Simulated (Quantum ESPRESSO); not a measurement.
Runs of Quantum ESPRESSO 7.5 on Al. The structure is cubic, space group Fm-3m (No. 225). The conventional cell has a = 4.050 Å, b = 4.050 Å, c = 4.050 Å, α = 90.00°, β = 90.00°, γ = 90.00°. Around Al (site symmetry m-3m) lie 12 Al at 2.86 Å. 

| level | potentials or basis | k mesh | cutoff (eV) | symmetry | SCF threshold | V0 of scaled cells (Å³/atom) | B0 (GPa) |
| --- | --- | --- | --- | --- | --- | --- | --- |
| SCAN+D4 | SG15 PBE 1.2 | 8 × 8 × 8 | 1020 | off | 1e-08 Ry | 16.10 | (d) |
| PW91+D4 | PseudoDojo 0.4.1 SR PBE standard | 11 × 11 × 11 | 544 | - | 2e-10 Ry | 16.11 | 83 |
| PBEsol+D4 | PseudoDojo 0.4.1 SR PBEsol standard | 11 × 11 × 11 | 544 | - | 2e-10 Ry | 15.82 | 89 |
| BLYP+D4 | PseudoDojo 0.4.1 SR PBE standard | 11 × 11 × 11 | 544 | - | 2e-10 Ry | (c) | 75 |
| PW86PBE+D4 | PseudoDojo 0.4.1 SR PBE standard | 11 × 11 × 11 | 544 | - | 2e-10 Ry | (b) | 90 |
| AM05+D4 | PseudoDojo 0.4.1 SR PBE standard | 11 × 11 × 11 | 544 | - | 2e-10 Ry | (a) | 93 |

Alike in all rows: task equation of state; no spin polarisation; cell as given; smearing fermi-dirac 0.05 eV.

Question: Estimate the missing entries.

Answer: (a) 15.75; (b) 15.68; (c) 16.15; (d) 81.

Caveats: the potentials were made for another functional, which shifts forces and pressure (some runs).

Runs at the PBE level aren't shown here.
